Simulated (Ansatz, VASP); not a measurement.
# TePb: VASP beside Ansatz, part 2 of 2

Wanted: the spread between two codes on one cell, functional and k mesh. The cell is the relaxed one of a volume series.

VASP 6.6.1 and Ansatz 0.2.0.

So far. Step 2 (Ansatz: single point, PBEsol): The run ends at a pressure of 0.02 GPa. Step 6 (Ansatz: single point, PBEsol, volume scaled by 0.98): The run ends at a pressure of 0.97 GPa.

## (7) VASP: single point, PBEsol, volume scaled by 0.98

Level of this step: PBEsol; plane waves and PAW (Te, Pb_d) (VASP).

The same cell, functional, mesh and smearing now go to VASP, with its own data sets and cutoff.

The input asks for a relaxation, which ended at its first step since no free force or stress exceeded the threshold; so it serves as a single point.

INCAR

```
SYSTEM = TePb
PREC = Accurate
ENCUT = 400
EDIFF = 1E-08
NELM = 100
ISMEAR = 0
SIGMA = 0.05
LREAL = .FALSE.
ALGO = Normal
GGA = PS
NBANDS = 16
LORBIT = 11
LWAVE = .FALSE.
LCHARG = .FALSE.
KPAR = 12
IBRION = 2
NSW = 30
ISIF = 4
EDIFFG = -0.002
```

POSCAR

```
TePb
1.0
    0.0000000000      3.1991453561      3.1991453561
    3.1991453561      0.0000000000      3.1991453561
    3.1991453561      3.1991453561      0.0000000000
Te Pb
1 1
Direct
    0.5000000000      0.5000000000      0.5000000000
    0.0000000000      0.0000000000      0.0000000000
```

KPOINTS

```
Automatic mesh
0
Gamma
9 9 9
0 0 0
```

PAW data sets: Te and Pb_d (PBE family, release 64).

Command:

```console
$ mpirun -np 12 vasp_std
```

Numbers of over 12 decimals in the logs are rounded to 6 here.

What it wrote:

```text
[banner, memory and clock lines left out]
running   12 mpi-ranks, on    1 nodes
[...]
[... a notice as in an earlier step ...]

 [... a notice as in an earlier step ...]

 LDA part: xc-table for (Slater+PW92), standard interpolation
 POSCAR, INCAR and KPOINTS ok, starting setup
[...]
entering main loop
       N       E                     dE             d eps       ncg     rms          rms(c)
DAV:   1     0.139806898432E+03    0.13981E+03   -0.80503E+03  1120   0.996E+02
DAV:   2     0.463560797240E+00   -0.13934E+03   -0.13546E+03  1224   0.287E+02
DAV:   3    -0.815855573639E+01   -0.86221E+01   -0.86043E+01  1448   0.773E+01
DAV:   4    -0.835832334723E+01   -0.19977E+00   -0.19974E+00  1464   0.144E+01
[...]
DAV:  13    -0.825529194487E+01    0.14843E-06   -0.12833E-07  1480   0.264E-03    0.219E-03
DAV:  14    -0.825529199018E+01   -0.45307E-07   -0.66518E-08  1448   0.276E-03    0.869E-04
DAV:  15    -0.825529199217E+01   -0.19911E-08   -0.55897E-09   864   0.712E-04
   1 F= -.82552920E+01 E0= -.82552920E+01  d E =-.825529E+01
[...]
reached required accuracy - stopping structural energy minimisation
```

From OUTCAR (step 7):

```text
  Total        0.3889951      0.3889951      0.3889951     -0.0000000     -0.0000000     -0.0000000
  in kB        9.5174970      9.5174970      9.5174970     -0.0000000     -0.0000000     -0.0000000
  external PRESSURE =       9.5174970 kB  Pullay stress =       0.0000000 kB

 POSITION                                       TOTAL-FORCE (eV/Angst)
 -----------------------------------------------------------------------------------
      3.19915      3.19915      3.19915        -0.000000     -0.000000     -0.000000
      0.00000      0.00000      0.00000         0.000000      0.000000      0.000000
 -----------------------------------------------------------------------------------
    total drift:                               -0.000000      0.000000      0.000000

  FREE ENERGIE OF THE ION-ELECTRON SYSTEM (eV)
  ---------------------------------------------------
  free  energy   TOTEN  =        -8.2552919922 eV

  energy  without entropy=       -8.2552919922  energy(sigma->0) =       -8.25529199

[... 2 parts as in an earlier step ...]

[... 2 further parts left out ...]
[key lines of the parts left out:]
E-fermi :   6.0307
```

## (8) Side by side

Both answers:

| quantity | Ansatz | VASP | difference |
| --- | --- | --- | --- |
| pressure (GPa) | 0.97 | 0.95 | +0.02 |
| gap on the k mesh (eV) | 0.801 | 0.803 | -0.003 |

A gap on the mesh is an upper bound, since the band edges may lie between its points; neither run holds spin-orbit coupling, which can move the band edges of a compound of Pb. Ansatz's pressure holds a Pulay correction of 0.02 GPa; VASP's holds none.

## (9) Ansatz: single point, PBEsol, volume scaled by 1.08

With cell and atoms fixed, the geometry can't cause a difference; cores, projectors, grids and the points listed under the comparison can. The cell compared in this pair holds 72.17 Å³, against 65.48 Å³ for the pair before.

The cell is a member of a volume series, scaled by 1.08 from a relaxed one, so a pressure remains.

input.yaml

```yaml
crystal:
  lattice:
    - [0.0, 3.30445519, 3.30445519]
    - [3.30445519, 0.0, 3.30445519]
    - [3.30445519, 3.30445519, 0.0]
  atoms:
    - { symbol: Te, position: [0.5, 0.5, 0.5] }
    - { symbol: Pb, position: [0.0, 0.0, 0.0] }
hamiltonian:
  xc: pbesol
  pseudopotentials: { kind: paw }
kpoints:
  mp_grid: { grid: [9, 9, 9] }
scf:
  occupations: { method: gaussian, width: 0.05 }
  n_extra_bands: 4
output:
  forces: true
  stress: true
  eigenvalues: true
```

Command:

```console
$ ansatz run input.yaml --threads 2 --pin off --max-ram 4608MiB --backend cpu --events-out ev --progress --plain --runs-dir out
```

What it wrote:

```text
[...]
Crystal: 2 atoms, lattice volume = 72.165 Å³
Basis set: ecut = 420 eV, 1411 PW (Γ), exchange–correlation on 64×64×64 points (8 copies of the dense FFT grid, shifted against one another)
Bands: 19, of which v1, the nominal top of the filled ones, is band 15 counted from 1 (14 counted from 0)
Symmetry: 48 space group operations
[...]
k-points: 35 of 729
[...]
--- Band table (eV; the first three rows and the last of 35) ---
  k-point 0: bands = [... 11 lower, 1.7211, 6.4083, 6.4083, 6.4083, 11.4727, 11.4727, 11.4727, 13.4199]
  k-point 1: bands = [... 11 lower, 1.4452, 6.4370, 6.4370, 6.5484, 10.8570, 11.0362, 11.0362, 13.2526]
  k-point 2: bands = [... 11 lower, 0.7679, 6.5261, 6.5261, 6.8479, 9.8395, 10.2025, 10.2025, 13.3752]
  k-point 34: bands = [... 11 lower, -0.2729, 4.2071, 4.3239, 7.1343, 9.2965, 12.3926, 12.6123, 13.8095]
[key lines of the parts left out:]
SCF converged after 6 iterations
Free energy (F): -18657.138953 eV
Fermi energy:    7.905507 eV
P = ⅓ Tr σ = -2.8847 GPa (-28.847 kbar)
```

Elapsed: 2.9 s, on 2 threads of Arm Neoverse N1, shared host; peak memory 0.35 GiB.

The run ends at a pressure of -2.88 GPa.

## (10) VASP: single point, PBEsol, volume scaled by 1.08

The same cell, functional, mesh and smearing now go to VASP, with its own data sets and cutoff.

The input asks for a relaxation, which ended at its first step since no free force or stress exceeded the threshold; so it serves as a single point.

INCAR is that of step 7.

POSCAR

```
TePb
1.0
    0.0000000000      3.3044551851      3.3044551851
    3.3044551851      0.0000000000      3.3044551851
    3.3044551851      3.3044551851      0.0000000000
Te Pb
1 1
Direct
    0.5000000000      0.5000000000      0.5000000000
    0.0000000000      0.0000000000      0.0000000000
```

KPOINTS is that of step 7.

Command:

```console
$ mpirun -np 12 vasp_std
```

What it wrote:

```text
[... set-up lines as in an earlier step ...]
 entering main loop
       N       E                     dE             d eps       ncg     rms          rms(c)
DAV:   1     0.139127528699E+03    0.13913E+03   -0.79759E+03  1120   0.976E+02
DAV:   2     0.876168344789E+00   -0.13825E+03   -0.13530E+03  1232   0.283E+02
DAV:   3    -0.813165133710E+01   -0.90078E+01   -0.89838E+01  1456   0.794E+01
DAV:   4    -0.835090481844E+01   -0.21925E+00   -0.21920E+00  1480   0.151E+01
[...]
DAV:  12    -0.820884129059E+01   -0.73037E-07   -0.81163E-07  1536   0.121E-02    0.355E-03
DAV:  13    -0.820884119259E+01    0.97998E-07   -0.59739E-08  1400   0.228E-03    0.170E-03
DAV:  14    -0.820884119491E+01   -0.23165E-08   -0.21918E-08  1240   0.131E-03
   1 F= -.82088412E+01 E0= -.82088412E+01  d E =-.820884E+01
[...]
reached required accuracy - stopping structural energy minimisation
```

OUTCAR, selected parts (step 10):

```text
  Total       -1.3102500     -1.3102500     -1.3102500      0.0000000      0.0000000      0.0000000
  in kB      -29.0894254    -29.0894254    -29.0894254      0.0000000      0.0000000      0.0000000
  external PRESSURE =     -29.0894254 kB  Pullay stress =       0.0000000 kB

 POSITION                                       TOTAL-FORCE (eV/Angst)
 -----------------------------------------------------------------------------------
      3.30446      3.30446      3.30446        -0.000000      0.000000      0.000000
      0.00000      0.00000      0.00000         0.000000      0.000000     -0.000000
 -----------------------------------------------------------------------------------
    total drift:                               -0.000000      0.000000      0.000000

  FREE ENERGIE OF THE ION-ELECTRON SYSTEM (eV)
  ---------------------------------------------------
  free  energy   TOTEN  =        -8.2088411949 eV

  energy  without entropy=       -8.2088411949  energy(sigma->0) =       -8.20884119

[... 2 parts as in an earlier step ...]

[... 2 further parts left out ...]
[key lines of the parts left out:]
E-fermi :   4.8080
```

## (11) Side by side

Compared:

| quantity | Ansatz | VASP | difference |
| --- | --- | --- | --- |
| pressure (GPa) | -2.88 | -2.91 | +0.02 |
| gap on the k mesh (eV) | 0.949 | 0.952 | -0.002 |

A gap on the mesh is an upper bound, since the band edges may lie between its points; neither run holds spin-orbit coupling, which can move the band edges of a compound of Pb. Ansatz's pressure holds a Pulay correction of 0.02 GPa; VASP's holds none.

## (12) Other set-ups

Further runs change the set-up of one program: Ansatz's method, potentials or start, or VASP's data sets, cutoff or form of LDA. The table gives Ansatz less VASP for each quantity, since a change that brings one quantity closer may part another.

```csv
run,pressure (GPa),gap on the k mesh (eV)
as above,0.024,-0.0022
Ansatz's all-electron LAPW method,0.032,-0.0037
```

## (13) Summary of results

```
difference in gap on the k mesh (single point, PBEsol)                        : -0.0025 eV
difference in gap on the k mesh (single point, PBEsol, volume scaled by 0.98) : -0.0025 eV
difference in gap on the k mesh (single point, PBEsol, volume scaled by 1.08) : -0.0022 eV
```

What this shows: The difference in gap on the k mesh is -0.0025 eV (single point, PBEsol, volume scaled by 0.98), within the 0.08 eV picked in this series as the mark of a large difference. Single point, PBEsol, Ansatz's all-electron LAPW method: the difference in pressure goes from 0.018 to 0.028 GPa; the difference in gap on the k mesh goes from -0.0025 to -0.0040 eV. Single point, PBEsol, volume scaled by 1.08, Ansatz's all-electron LAPW method: the difference in pressure goes from 0.024 to 0.032 GPa; the difference in gap on the k mesh goes from -0.0022 to -0.0037 eV. Such differences can come from data sets, numerical settings and the points named under the comparisons, not from the functional's error against experiment.

[Lines on the potential files, build, host, timing and source positions are cut from VASP's logs without a mark.]

[Logs are printed without paths, hosts, clocks, repeated set-up lines and the standing remarks that a program may print on its own settings, such as how far it seeks lower states.]

[Hosts, paths, dates, database ids (printed as entryN), source tags and the programs' standing remarks are cut or masked in the printed files.]
